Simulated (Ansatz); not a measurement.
# Ag (P6_3/mmc) in Ansatz: equation of state

How stiff is Ag in PBEsol, and what volume does it want? The cell is scaled to several volumes.

All numbers are computed with Ansatz 0.2.0; they aren't measurements. Logs are shortened: lines on timing, memory, paths and dates and some standing lists are left out, and cuts for length are marked.

**1. The structure**

It takes space group P6_3/mmc (No. 194, hexagonal). Conventional cell: a = 2.886 Å, b = 2.886 Å, c = 10.000 Å, α = 90.00°, β = 90.00°, γ = 120.00°. Ag (site symmetry -3m) is surrounded by 12 Ag at 2.89 to 3.00 Å. Ag (site symmetry -6m2) is surrounded by 12 Ag at 2.89 to 3.00 Å.

This isn't the form of Ag at room conditions, which is fcc.

**2. Single point, PBEsol, 16.95 Å³/atom (volume scaled by 0.94)**

Contents of input.yaml:

```yaml
crystal:
  lattice:
    - [2.827281427, 0.0, 0.0]
    - [-1.4136407135, 2.4484975394, 0.0]
    - [0.0, 0.0, 9.7958610872]
  atoms:
    - { symbol: Ag, position: [0.0, 0.0, 0.5] }
    - { symbol: Ag, position: [0.0, 0.0, 0.0] }
    - { symbol: Ag, position: [0.6666666667, 0.3333333333, 0.75] }
    - { symbol: Ag, position: [0.3333333333, 0.6666666667, 0.25] }
hamiltonian:
  xc: pbesol
  pseudopotentials: { kind: paw }
kpoints:
  mp_grid: { grid: [11, 11, 3] }
scf:
  occupations: { method: fermi_dirac, width: 0.05 }
output:
  forces: true
  stress: true
  eigenvalues: true
```

Potentials or basis: Ansatz PAW.

The run is started by

```console
ansatz run input.yaml --threads 2 --pin off --max-ram 5632MiB --backend cpu --events-out ev --progress --plain --runs-dir out
```

Standard output:

```text
Warning: RAYON_NUM_THREADS=2 ignored (pool sized by the plan → 2); use --threads N
Engine: ansatz 0.2.0, aarch64-unknown-linux-gnu
Pseudopotentials: kind: paw
Pseudopotential: Ag, paw, valence charge 19, recommended cutoff 420 eV (normal), Ag.paw.azcp
Functional definition: PBEsol
  exchange = pbesol_x
  correlation = pbesol_c
Crystal: 4 atoms, lattice volume = 67.813 Å³
Basis set: ecut = 420 eV, 1329 PW (Γ), exchange–correlation on 40×40×144 points (8 copies of the dense FFT grid, shifted against one another)
Bands: 46, of which v1, the nominal top of the filled ones, is band 38 counted from 1 (37 counted from 0)
Symmetry: 24 space group operations
Space group: P63/mmc (ITA 194), of the structure as read, at distance tolerance 4.1e-5 Å
k-points: 32 of 363
Non-local potential: Ag, projectors of the file, l = 0: 3, l = 1: 2, l = 2: 2, l = 3: 1
PAW form: soft (Blöchl's): semilocal exchange-correlation on the pseudo side does not see the compensation charge
PAW frozen core: Ag, regenerated for the run's functional, and the local potential with it (the file was generated under x = pbe(κ = 0.804, μ = 0.2195149727645171), c = pbe(β = 0.06672455060314922))
PAW one-centre angular grid: Ag, 590 points (default); XC on 64 Gauss nodes
Initial density: superposition of atomic densities (neutral atoms: chi_scale 0, normalization atom), corrected by the library's trained network
Initial wavefunctions: pseudopotential atomic-orbital guess
Functional: x = pbesol(κ = 0.804, μ = 0.12345679012345678), c = pbesol(β = 0.046)
SCF iter   1: F=—  HF=-30088.958823 eV  |F-HF|=—  |Δ(HF+E_count)|=         —  Δρ=1.02e-2  dr2=6.50e-2  ethr=1.77e-3  ⟨swp⟩=5.7  Hψ=4816  notcnv=0  defer=28
preconditioner: auto → Kerker (q_TF=auto, 2.781 Å⁻¹)  [metal: Δε(μ)=0.087 eV  Ē_g=11.249 eV  σ=0.050 eV  W_gap=0.40  n_scr=26 (ndim 8)  ℏωp=29.9 eV  f_vac=0.000  D(μ)=1.96/eV (n_scr^D=6)]
SCF iter   2: F=—  HF=-30088.942098 eV  |F-HF|=—  |Δ(HF+E_count)|=   1.67e-2  Δρ=2.72e-3  dr2=4.71e-3  ethr=8.55e-5  ⟨swp⟩=2.4  Hψ=2600  notcnv=0  defer=68
SCF iter   3: F=—  HF=-30088.940798 eV  |F-HF|=—  |Δ(HF+E_count)|=   1.30e-3  Δρ=1.07e-3  dr2=4.25e-4  ethr=6.19e-6  ⟨swp⟩=2.0  Hψ=1833  notcnv=0  defer=68
SCF iter   4: F=—  HF=-30088.940735 eV  |F-HF|=—  |Δ(HF+E_count)|=   6.32e-5  Δρ=1.55e-4  dr2=8.32e-6  ethr=5.59e-7  ⟨swp⟩=2.8  Hψ=2820  notcnv=0  defer=68
SCF iter   5: F=—  HF=-30088.940739 eV  |F-HF|=—  |Δ(HF+E_count)|=   3.61e-6  Δρ=3.37e-5  dr2=8.01e-7  ethr=1.09e-8  ⟨swp⟩=2.9  Hψ=2843  notcnv=0  defer=68
SCF iter   6: F=-30088.940738 eV  HF=-30088.940739 eV  |F-HF|=2.60e-8  |Δ(HF+E_count)|=   4.59e-8  Δρ=9.02e-6  dr2=4.70e-8  ethr=1.32e-10  ⟨swp⟩=8.6  Hψ=6061  notcnv=0
SCF 1 converged in 6 iterations: F = -30088.940738 eV  dr2 = 4.70e-8
SCF converged after 6 iterations
Free energy (F): -30088.940738 eV
Harris-Foulkes:  -30088.940739 eV  (|F-HF|=2.60e-8)
Internal energy: -30088.926176 eV  (E = F + TS)
E sigma→0 (E₀):  -30088.933457 eV
Entropy (-TS):   -0.014563 eV (-3.641 meV/atom)
Fermi energy:    17.348867 eV
--- Per-component energies (eV) ---
  E_band       = -938.409967
  E_kinetic    = 2109.068529
  E_local      = -8751.767638  (includes V_loc(G=0)·N_el)
  E_nonlocal   = 329.947728
  E_hartree    = 3978.117611
  E_xc         = -734.820199
  E_vxc        = -937.592971  (∫ρ·V_xc dr)
  E_paw        = -15337.908315  (= ΣΔE_a)
  E_vpaw       = -1644.300592  (= ΣTr[D̂ρ^β])
  E_aug_tail   = 0.001179  (compensation charges beyond the density's cutoff)
  E_ewald      = -11682.856027
  E_core_change = 1.290956  (= ΣΔE_core)
  E_smearing   = -0.014563  (= −TS)
  E_closure    = 0.000000  (closes the sum)
  Σ components = -30088.940738   (vs F -30088.940738, Δ=0.00e0)
--- Forces (eV/Å), atoms counted from 1 ---
  atom   1  Ag     0.00000000     0.00000000     0.00000000
  atom   2  Ag    -0.00000000     0.00000000    -0.00000000
  atom   3  Ag    -0.00000000     0.00000000     0.00000000
  atom   4  Ag     0.00000000    -0.00000000     0.00000000
  max |Σ_I F_I| component: 2.31e-18 eV/Å
--- Stress (GPa, compression-positive) ---
        0.159345       0.000000       0.000000
       -0.000000       0.159345       0.000000
        0.000000       0.000000      -4.832385
  P = ⅓ Tr σ = -1.5046 GPa (-15.046 kbar)
--- Band table (eV; the first three rows and the last of 32) ---
  k-point 0: bands = ["-74.5709", "-74.5647", "-74.5640", "-74.5578", "-38.1165", "-38.0481", "-38.0470", "-37.9986", "-37.9986", "-37.9900", "-37.9900", "-37.9896", "-37.9896", "-37.9810", "-37.9810", "-37.9781", "9.4097", "10.6638", "10.6641", "10.8005", "12.2711", "12.5359", "12.5359", "12.5722", "12.5722", "12.6144", "12.6204", "12.6863", "12.6863", "12.7348", "12.7348", "13.5116", "13.5116", "13.8233", "13.8233", "13.9533", "13.9533", "14.3045", "14.3045", "16.4058", "20.1366", "27.1841", "27.1952", "32.9156", "33.0915", "34.0535"]
  k-point 1: bands = ["-74.5700", "-74.5676", "-74.5611", "-74.5587", "-38.1073", "-38.0821", "-38.0129", "-37.9974", "-37.9974", "-37.9942", "-37.9942", "-37.9874", "-37.9854", "-37.9854", "-37.9822", "-37.9822", "9.6031", "10.1201", "10.8240", "10.8452", "12.2485", "12.2564", "12.5597", "12.5597", "12.5867", "12.5867", "12.6685", "12.6685", "12.7019", "12.7019", "13.5694", "13.5694", "13.7027", "13.7027", "13.7282", "14.0898", "14.0898", "14.2432", "14.2432", "15.3262", "21.5620", "24.2162", "30.1312", "32.4009", "33.2014", "33.4164"]
  k-point 2: bands = ["-74.5694", "-74.5635", "-74.5627", "-74.5568", "-38.1125", "-38.0487", "-38.0477", "-38.0112", "-38.0023", "-38.0008", "-38.0003", "-37.9939", "-37.9932", "-37.9928", "-37.9837", "-37.9790", "9.6521", "10.8779", "10.8805", "10.9599", "12.3098", "12.3457", "12.4460", "12.4658", "12.4934", "12.6536", "12.6621", "12.6865", "12.7948", "12.8158", "12.8569", "13.3918", "13.4323", "13.7688", "13.8280", "13.9346", "14.0733", "14.1097", "14.3163", "17.1544", "20.1823", "27.3775", "27.3855", "32.6526", "32.9737", "33.4167"]
  k-point 31: bands = ["-74.5475", "-74.5473", "-74.5463", "-74.5461", "-38.1298", "-38.1274", "-38.1181", "-38.1172", "-38.0965", "-38.0949", "-38.0855", "-38.0788", "-38.0256", "-38.0203", "-38.0137", "-38.0124", "11.5311", "11.5750", "11.8260", "11.8327", "11.9015", "11.9915", "12.1948", "12.2484", "12.5307", "12.5740", "12.6773", "12.8377", "13.1303", "13.2514", "13.5536", "13.6442", "14.0802", "14.1979", "14.2888", "14.3147", "20.1334", "20.2723", "20.8228", "20.8236", "22.6092", "22.9311", "23.3752", "23.6296", "24.9491", "25.0805"]
```

Wall time 2.7 s (2 threads of Arm Neoverse V1, shared host); peak memory 0.36 GiB.

What came out:

* Free energy: -30088.9407 eV
* Pressure: -1.5 GPa
* Band gap on the k mesh: none (metal or under the smearing width)

Caveat: the PAW data sets come from PBE, with cores solved anew for the run's functional, which leaves a small shift of forces and pressure.

**3. Single point, PBEsol, 17.31 Å³/atom (volume scaled by 0.96)**

input.yaml: that of step 2 with these lines changed.

```diff
@@ -2,5 +2,5 @@
   lattice:
-    - [2.827281427, 0.0, 0.0]
-    - [-1.4136407135, 2.4484975394, 0.0]
-    - [0.0, 0.0, 9.7958610872]
+    - [2.8471925156, 0.0, 0.0]
+    - [-1.4235962578, 2.4657410479, 0.0]
+    - [0.0, 0.0, 9.8648482973]
   atoms:
```

Potentials or basis: Ansatz PAW.

The run is started by

```console
ansatz run input.yaml --threads 2 --pin off --max-ram 5632MiB --backend cpu --events-out ev --progress --plain --runs-dir out
```

It took 2.7 s on 2 threads of Arm Neoverse V1, shared host; peak memory 0.36 GiB.

Results (log left out):

```
Free energy            : -30088.9172 eV
Pressure               : -3.7 GPa
Band gap on the k mesh : none (metal or under the smearing width)
```

Caveat: the PAW data sets come from PBE, with cores solved anew for the run's functional, which leaves a small shift of forces and pressure.

**4. Single point, PBEsol, 17.67 Å³/atom (volume scaled by 0.98)**

input.yaml: that of step 3 with these lines changed.

```diff
@@ -2,5 +2,5 @@
   lattice:
-    - [2.8471925156, 0.0, 0.0]
-    - [-1.4235962578, 2.4657410479, 0.0]
-    - [0.0, 0.0, 9.8648482973]
+    - [2.8668289465, 0.0, 0.0]
+    - [-1.4334144733, 2.482746696, 0.0]
+    - [0.0, 0.0, 9.9328838838]
   atoms:
```

The run is started by

```console
ansatz run input.yaml --threads 2 --pin off --max-ram 5632MiB --backend cpu --events-out ev --progress --plain --runs-dir out
```

Wall time 2.8 s (2 threads of Arm Neoverse V1, shared host); peak memory 0.36 GiB.

It converged, with:

```yaml
Free_energy: -30088.8756 eV
Pressure: -5.5 GPa
Band_gap_on_the_k_mesh: none (metal or under the smearing width)
```

Caveat: the PAW data sets come from PBE, with cores solved anew for the run's functional, which leaves a small shift of forces and pressure.

**5. Single point, PBEsol, 18.04 Å³/atom**

input.yaml: that of step 4 with these lines changed.

```diff
@@ -2,5 +2,5 @@
   lattice:
-    - [2.8668289465, 0.0, 0.0]
-    - [-1.4334144733, 2.482746696, 0.0]
-    - [0.0, 0.0, 9.9328838838]
+    - [2.8862, 0.0, 0.0]
+    - [-1.4431, 2.4995225204, 0.0]
+    - [0.0, 0.0, 10.0]
   atoms:
```

Potentials or basis: Ansatz PAW.

The run is started by

```console
ansatz run input.yaml --threads 2 --pin off --max-ram 5632MiB --backend cpu --events-out ev --progress --plain --runs-dir out
```

Standard output:

```text
Warning: RAYON_NUM_THREADS=2 ignored (pool sized by the plan → 2); use --threads N
Engine: ansatz 0.2.0, aarch64-unknown-linux-gnu
Pseudopotentials: kind: paw
Pseudopotential: Ag, paw, valence charge 19, recommended cutoff 420 eV (normal), Ag.paw.azcp
Functional definition: PBEsol
  exchange = pbesol_x
  correlation = pbesol_c
Crystal: 4 atoms, lattice volume = 72.141 Å³
Basis set: ecut = 420 eV, 1401 PW (Γ), exchange–correlation on 40×40×144 points (8 copies of the dense FFT grid, shifted against one another)
Bands: 46, of which v1, the nominal top of the filled ones, is band 38 counted from 1 (37 counted from 0)
Symmetry: 24 space group operations
[... 38 lines left out ...]
  E_smearing   = -0.014807  (= −TS)
  E_closure    = -0.000000  (closes the sum)
  Σ components = -30088.818298   (vs F -30088.818298, Δ=0.00e0)
--- Forces (eV/Å), atoms counted from 1 ---
  atom   1  Ag    -0.00000000     0.00000000     0.00000000
  atom   2  Ag     0.00000000    -0.00000000    -0.00000000
  atom   3  Ag    -0.00000000     0.00000000     0.00000000
  atom   4  Ag     0.00000000    -0.00000000     0.00000000
  max |Σ_I F_I| component: 4.21e-30 eV/Å
--- Stress (GPa, compression-positive) ---
       -6.029350       0.000000       0.000000
       -0.000000      -6.029350       0.000000
        0.000000       0.000000      -9.357139
  P = ⅓ Tr σ = -7.1386 GPa (-71.386 kbar)
--- Band table (eV; the first three rows and the last of 32) ---
  k-point 0: bands = ["-75.7834", "-75.7790", "-75.7782", "-75.7739", "-39.3157", "-39.2621", "-39.2621", "-39.2279", "-39.2279", "-39.2216", "-39.2216", "-39.2204", "-39.2204", "-39.2141", "-39.2141", "-39.2082", "8.4883", "9.6794", "9.6807", "9.8117", "11.1456", "11.3838", "11.3838", "11.4148", "11.4148", "11.4957", "11.5004", "11.5187", "11.5187", "11.5603", "11.5603", "12.2587", "12.2587", "12.5402", "12.5402", "12.6538", "12.6538", "12.9692", "12.9692", "15.2321", "18.4660", "25.3920", "25.3993", "31.3858", "31.5550", "32.4841"]
  k-point 1: bands = ["-75.7828", "-75.7810", "-75.7762", "-75.7745", "-39.3085", "-39.2890", "-39.2352", "-39.2270", "-39.2270", "-39.2245", "-39.2245", "-39.2175", "-39.2175", "-39.2154", "-39.2150", "-39.2150", "8.6720", "9.1637", "9.8327", "9.8509", "11.1269", "11.1418", "11.4051", "11.4051", "11.4282", "11.4282", "11.5022", "11.5022", "11.5311", "11.5311", "12.3105", "12.3105", "12.4304", "12.4304", "12.5757", "12.7774", "12.7774", "12.9145", "12.9145", "14.1357", "19.9003", "22.4931", "28.3182", "30.7156", "31.6610", "31.8746"]
  k-point 2: bands = ["-75.7823", "-75.7781", "-75.7773", "-75.7731", "-39.3126", "-39.2628", "-39.2628", "-39.2379", "-39.2309", "-39.2298", "-39.2288", "-39.2242", "-39.2242", "-39.2230", "-39.2162", "-39.2089", "8.7190", "9.8823", "9.8831", "9.9585", "11.1812", "11.2318", "11.3241", "11.3257", "11.3529", "11.4909", "11.4980", "11.5183", "11.6254", "11.6357", "11.6706", "12.1555", "12.1888", "12.5137", "12.5438", "12.6372", "12.7795", "12.8078", "12.9795", "15.8900", "18.5173", "25.5789", "25.5841", "30.9312", "31.3912", "31.7098"]
  k-point 31: bands = ["-75.7662", "-75.7661", "-75.7652", "-75.7651", "-39.3305", "-39.3290", "-39.3213", "-39.3208", "-39.3047", "-39.3037", "-39.2958", "-39.2909", "-39.2457", "-39.2414", "-39.2363", "-39.2357", "10.4929", "10.5304", "10.7578", "10.7615", "10.8267", "10.9071", "11.0945", "11.1425", "11.3933", "11.4326", "11.5301", "11.6721", "11.9263", "12.0349", "12.3025", "12.3827", "12.7706", "12.8752", "12.9564", "12.9792", "18.6388", "18.7454", "19.2575", "19.2729", "20.9906", "21.3051", "21.7125", "21.9144", "23.2196", "23.3135"]
```

It took 2.9 s on 2 threads of Arm Neoverse V1, shared host; peak memory 0.37 GiB.

What came out:

```
Free energy            : -30088.8183 eV
Pressure               : -7.1 GPa
Band gap on the k mesh : none (metal or under the smearing width)
```

Caveat: the PAW data sets come from PBE, with cores solved anew for the run's functional, which leaves a small shift of forces and pressure.

**6. Single point, PBEsol, 18.40 Å³/atom (volume scaled by 1.02)**

input.yaml: that of step 5 with these lines changed.

```diff
@@ -2,5 +2,5 @@
   lattice:
-    - [2.8862, 0.0, 0.0]
-    - [-1.4431, 2.4995225204, 0.0]
-    - [0.0, 0.0, 10.0]
+    - [2.9053144643, 0.0, 0.0]
+    - [-1.4526572322, 2.5160761321, 0.0]
+    - [0.0, 0.0, 10.0662270956]
   atoms:
```

Potentials or basis: Ansatz PAW.

The run is started by

```console
ansatz run input.yaml --threads 2 --pin off --max-ram 5632MiB --backend cpu --events-out ev --progress --plain --runs-dir out
```

It took 3 s on 2 threads of Arm Neoverse V1, shared host; peak memory 0.37 GiB.

Results (log left out):

| Property | Result |
| --- | --- |
| Free energy | -30088.7477 eV |
| Pressure | -8.5 GPa |
| Band gap on the k mesh | none (metal or under the smearing width) |

Caveat: the PAW data sets come from PBE, with cores solved anew for the run's functional, which leaves a small shift of forces and pressure.

**7. Single point, PBEsol, 18.76 Å³/atom (volume scaled by 1.04)**

input.yaml: that of step 6 with these lines changed.

```diff
@@ -2,5 +2,5 @@
   lattice:
-    - [2.9053144643, 0.0, 0.0]
-    - [-1.4526572322, 2.5160761321, 0.0]
-    - [0.0, 0.0, 10.0662270956]
+    - [2.9241806713, 0.0, 0.0]
+    - [-1.4620903357, 2.5324147466, 0.0]
+    - [0.0, 0.0, 10.1315940382]
   atoms:
```

The run is started by

```console
ansatz run input.yaml --threads 2 --pin off --max-ram 5632MiB --backend cpu --events-out ev --progress --plain --runs-dir out
```

It took 3 s on 2 threads of Arm Neoverse V1, shared host; peak memory 0.37 GiB.

It converged, with:

```yaml
Free_energy: -30088.6656 eV
Pressure: -9.7 GPa
Band_gap_on_the_k_mesh: none (metal or under the smearing width)
```

Caveat: the PAW data sets come from PBE, with cores solved anew for the run's functional, which leaves a small shift of forces and pressure.

**8. Single point, PBEsol, 19.12 Å³/atom (volume scaled by 1.06)**

input.yaml: that of step 7 with these lines changed.

```diff
@@ -2,5 +2,5 @@
   lattice:
-    - [2.9241806713, 0.0, 0.0]
-    - [-1.4620903357, 2.5324147466, 0.0]
-    - [0.0, 0.0, 10.1315940382]
+    - [2.9428065281, 0.0, 0.0]
+    - [-1.471403264, 2.5485452117, 0.0]
+    - [0.0, 0.0, 10.1961282242]
   atoms:
```

The run is started by

```console
ansatz run input.yaml --threads 2 --pin off --max-ram 5632MiB --backend cpu --events-out ev --progress --plain --runs-dir out
```

Run time: 3 s. Hardware: 2 threads of Arm Neoverse V1, shared host; peak memory 0.37 GiB.

Results (log left out):

```yaml
Free_energy: -30088.5739 eV
Pressure: -10.7 GPa
Band_gap_on_the_k_mesh: none (metal or under the smearing width)
```

Caveat: the PAW data sets come from PBE, with cores solved anew for the run's functional, which leaves a small shift of forces and pressure.

**9. Equation of state, PBEsol**

Potentials or basis: Ansatz PAW.

This step only gathers the single runs of the series.

Results:

```yaml
Equilibrium_volume: "16.73 Å³/atom (rough: see the caveat)"
Bulk_modulus_at_fixed_shape_and_positions: 119 GPa (rough)
```

Energy against volume, from the lowest point:
```
volume (Å³/atom)  energy (meV/atom)
          16.953               0.00
          17.314               5.88
          17.675              16.29
          18.035              30.61
          18.396              48.26
          18.757              68.77
          19.117              91.72
```

Caveat: the minimum lies outside the volumes run; the cell was scaled at fixed shape and fractional positions, which overstates the stiffness of a crystal with free parameters, most of all of layers and chains.
